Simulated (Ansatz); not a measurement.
# GePt: the cost of one run

Program: Ansatz 0.2.0. Level of theory: DFT PBE, scalar-relativistic, plane waves, PAW. These are calculated values, not measurements.

**1. Starting point**

The structure is orthorhombic, space group Pnma (No. 62). The conventional cell has a = 5.719 Å, b = 3.697 Å, c = 6.084 Å, α = 90.00°, β = 90.00°, γ = 90.00°. Ge (site symmetry m) is surrounded by 6 Pt at 2.48 to 2.65 Å. Pt (site symmetry m) has 6 Ge at 2.48 to 2.65 Å as nearest neighbours.

As a file:

```
Ge Pt
1.0
     5.71900    0.00000    0.00000
     0.00000    3.69700    0.00000
     0.00000    0.00000    6.08400
Ge Pt
4 4
Direct
  0.18500 0.25000 0.59000
  0.31500 0.75000 0.09000
  0.68500 0.25000 0.91000
  0.81500 0.75000 0.41000
  0.99950 0.25000 0.19080
  0.50050 0.75000 0.69080
  0.49950 0.25000 0.30920
  0.00050 0.75000 0.80920
```

The structure comes from the Crystallography Open Database.

**2. The base run**

The input, input.yaml:

```yaml
crystal:
  lattice:
    - [5.719, 0.0, 0.0]
    - [0.0, 3.697, 0.0]
    - [0.0, 0.0, 6.084]
  atoms:
    - { symbol: Ge, position: [0.185, 0.25, 0.59] }
    - { symbol: Ge, position: [0.315, 0.75, 0.09] }
    - { symbol: Ge, position: [0.685, 0.25, 0.91] }
    - { symbol: Ge, position: [0.815, 0.75, 0.41] }
    - { symbol: Pt, position: [0.9995, 0.25, 0.1908] }
    - { symbol: Pt, position: [0.5005, 0.75, 0.6908] }
    - { symbol: Pt, position: [0.4995, 0.25, 0.3092] }
    - { symbol: Pt, position: [0.0005, 0.75, 0.8092] }
basis:
  ecutwfc: 500
  fft_grid_basis: typed
kpoints:
  mp_grid: { grid: [6, 10, 6] }
hamiltonian:
  xc: pbe
  pseudopotentials: { kind: paw }
scf:
  occupations: { method: gaussian, width: 0.05 }
output:
  forces: true
  stress: true
  eigenvalues: true
  bader: true
  write_density: true
  volumetric_format: npy
  elf: true
```

Launch:

```console
> ansatz run input.yaml --threads 2 --pin off --max-ram 4096MiB --backend cpu --events-out ev --progress --plain --runs-dir out
```

**Question.** How long does this run take on 2 threads of Arm Neoverse N1, shared host, and how much memory does it need?

About 2.4 min, with a peak of 1 GiB.
